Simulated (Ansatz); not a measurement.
Zn:

```
Zn
1.0
     2.67000    0.00000    0.00000
    -1.33500    2.31229    0.00000
     0.00000    0.00000    4.96600
Zn
2
Direct
  0.66667 0.33333 0.75000
  0.33333 0.66667 0.25000
```

| Quantity | Value |
| --- | --- |
| Program | Ansatz 0.2.0 |
| Task | relaxation of cell and atoms |
| Functional | PBE |
| Dispersion | D3(BJ) |
| Potentials or basis | all-electron LAPW, scalar-relativistic |
| Basis error allowed | 0.001 eV/atom |
| k mesh | 11 × 11 × 6 |
| Occupations | fermi-dirac, width 0.1 eV |
| Spin | collinear spin, ferromagnetic start, moments held on the sites |
| Starting moments | [0.5, 0.5] μB |

At the start: volume 15.33 Å³/atom.

**Question.** Where does the relaxation end?

**Answer.** Over 6 steps the energy falls by 35.4 meV/atom and the volume is 14.26 Å³/atom (-7.0 %); space group P6_3/mmc (No. 194, to 0.05 Å); moment 1.27 μB per cell.

The path:
```csv
step,energy change (eV),largest force (eV/Å),volume (Å³)
1,0.0000,0.0000,30.66
2,-0.0565,0.0000,28.83
3,-0.0670,0.0000,28.01
4,-0.0707,0.0000,28.48
5,-0.0707,0.0000,28.52
6,-0.0707,0.0000,28.52
```

Final structure:
```xyz
2
Lattice="2.6855 0.0000 0.0000 -1.3428 2.3257 0.0000 0.0000 0.0000 4.5667" Properties=species:S:1:pos:R:3 pbc="T T T"
Zn    1.3428    0.7752    3.4250
Zn    0.0000    1.5505    1.1417
```

Caveat: the SCF stop doesn't bound the stress; each atom's moment is held at its typed value, so this isn't a free magnetic state.
